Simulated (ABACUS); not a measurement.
The system is AlN.

```
Al N
1.0
     3.11300    0.00000    0.00000
    -1.55650    2.69594    0.00000
     0.00000    0.00000    4.98100
Al N
2 2
Direct
  0.66667 0.33333 0.50000
  0.33333 0.66667 0.00000
  0.66667 0.33333 0.88000
  0.33333 0.66667 0.38000
```

```yaml
Program: ABACUS 3.10.1
Task: single point
Functional: PBE
Potentials_or_basis: PseudoDojo NC SR 0.4.1 PBE standard
Cutoff: 1143 eV
Density_cutoff: 4572 eV
Basis: plane waves
k_mesh: 10 × 10 × 6
Occupations: fermi-dirac, width 0.05 eV
Spin: no spin polarisation
```

On this cell: pressure 3.4 GPa; largest force 0.131 eV/Å; band gap on the k mesh 4.22 eV, direct.

The same run follows on a disturbed copy (atoms moved at random, drawn with an rms of 0.05 Å):

```
CELL_PARAMETERS angstrom
3.11300 0.00000 0.00000
-1.55650 2.69594 0.00000
0.00000 0.00000 4.98100
ATOMIC_POSITIONS crystal
Al 0.66489 0.33750 0.50173
Al 0.32590 0.67039 0.99387
N 0.64066 0.31637 0.86875
N 0.32689 0.66311 0.37511
```

What does the disturbed cell give?

The energy moves by +18.3 meV/atom; pressure 4.1 GPa; largest force 1.409 eV/Å; band gap on the k mesh 4.24 eV, direct.

Forces in eV/Å, atoms in the order of the input:
```
Al  -0.092 -0.315 -1.279
Al  -0.228 -0.802  0.143
N    0.333  0.864  1.063
N   -0.014  0.253  0.073
```

Stress tensor (GPa, compression positive):
```
 0.48 -0.90 -0.53
-0.90  3.40 -1.84
-0.53 -1.84  8.28
```

Caveats: there are fewer bands than atomic start orbitals, so a level may be missed at k points of high symmetry.

A k mesh can miss the band edges.
